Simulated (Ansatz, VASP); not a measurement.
# Zn: VASP beside Ansatz

Contents of INCAR:

```
PREC = Accurate ; ENCUT = 520
EDIFF = 1E-6 ; ISMEAR = -1
SIGMA = 0.05 ; LREAL = F
LASPH = T ; NELM = 80
ALGO = Normal ; ISIF = 2
LWAVE = F ; LCHARG = F
GGA = PE ; NBANDS = 12
```

KPOINTS

```
Automatic mesh
0
Gamma
  17 17 17
```

Contents of POSCAR:

```
Zn
1.0
    0.0000000000      1.8240313636      1.8240313636
    1.8240313636      0.0000000000      1.8240313636
    1.8240313636      1.8240313636      0.0000000000
Zn
1
Direct
    0.0000000000      0.0000000000      0.0000000000
```

Input for Ansatz:

```yaml
crystal:
  lattice:
    - [0.0, 1.8240313636, 1.8240313636]
    - [1.8240313636, 0.0, 1.8240313636]
    - [1.8240313636, 1.8240313636, 0.0]
  atoms:
    - { symbol: Zn, position: [0.0, 0.0, 0.0] }
kpoints:
  mp_grid: { grid: [17, 17, 17] }
  band_path:
    path:
      - [0.0, 0.0, 0.0]
      - [0.5, 0.0, 0.5]
      - [0.625, 0.25, 0.625]
      - [0.375, 0.375, 0.75]
      - [0.0, 0.0, 0.0]
      - [0.5, 0.5, 0.5]
      - [0.5, 0.25, 0.75]
      - [0.5, 0.0, 0.5]
    npoints: 8
scf:
  occupations: { method: fermi_dirac, width: 0.05 }
hamiltonian:
  xc: pbe
  pseudopotentials: { kind: all_electron, lapw: { basis_error: 0.001 } }
output:
  forces: true
  stress: true
  eigenvalues: true
  populations: true
  dos: { projected: true, de: 0.2, e_range: [-14, 8] }
```

Change from the starting cell: volume scaled by 0.8, LAPW.

Alike in both runs: task single point; functional PBE; k mesh 17 × 17 × 17; occupations fermi-dirac, width 0.05 eV; no spin polarisation.

|  | VASP | Ansatz |
| --- | --- | --- |
| version | VASP 6.6.1 | Ansatz 0.2.0 |
| potentials or method | VASP PAW PBE potentials, release 64 (Zn) | all-electron LAPW, scalar-relativistic |
| plane-wave cutoff (eV) | 520 | see its input |

```tsv
	VASP	Ansatz	Ansatz less VASP
pressure (GPa)	28.2	27.5	-0.71
```

Ansatz ran all-electron here, so the differences hold the error of VASP's frozen core and of both bases.

Caveats: so large a pressure means that the cell lies far from this level's equilibrium, or that cutoff or potentials fall short (VASP).
